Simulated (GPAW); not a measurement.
Runs of GPAW 26.7.0 on WS2 (Tungstenite). The structure is hexagonal, space group P6_3/mmc (No. 194). The conventional cell has a = 3.180 Å, b = 3.180 Å, c = 12.500 Å, α = 90.00°, β = 90.00°, γ = 120.00°. W (site symmetry -6m2) is surrounded by 6 S at 2.41 Å. S (site symmetry 3m) has 3 W at 2.41 Å as nearest neighbours. 

```csv
task,level,potentials or basis,cutoff (eV),smearing,maxiter,convergence,response ecut,response k mesh,response bands,gap on the mesh (eV),pressure (GPa),largest force (eV/Å)
single point,PBE,"GPAW PAW data sets (gpaw-data 1.2.1), pw",450,fermi-dirac 0.05 eV,120,default,-,-,-,1.19,2.2,0.15
dielectric tensor,PBE,"GPAW PAW data sets (gpaw-data 1.2.1), pw",450,fermi-dirac 0.001 eV,150,-,80 eV,17 × 17 × 4,74,1.19,-,-
dielectric tensor,LDA,"the program's PAW data sets (release 1.2.1) made for this functional, pw",450,fermi-dirac 0.001 eV,150,-,80 eV,17 × 17 × 4,74,1.11,-,-
single point,r2SCAN,"GPAW PAW data sets (gpaw-data 1.2.1), pw",500,fermi-dirac 0.05 eV,120,default,-,-,-,(a),0.2,0.12
single point,LDA,"the program's PAW data sets (release 1.2.1) made for this functional, pw",450,fermi-dirac 0.05 eV,120,default,-,-,-,1.11,-6.2,(b)
```

Alike in all rows: no spin polarisation; cell as given; k mesh 8 × 8 × 2.

Estimate the missing entries.

(a) 1.30; (b) 0.41.

Caveats: spin-orbit coupling is left out, which moves the levels of the heavy elements; the cutoff is short for stress and forces, so pressures can be off by a GPa or more (some runs); this functional lacks dispersion, which binds the layers, so the pressure and a relaxed spacing across them are unreliable (some runs); the long-wavelength limit can be off by several per cent where d states take part (some runs); an odd mesh through Γ misses points on the zone boundary, where band edges often lie (some runs); the PAW data sets were made with another functional, which shifts forces and pressure a little (some runs).

A k mesh can miss the band edges, and the runs leave out spin-orbit coupling on W.
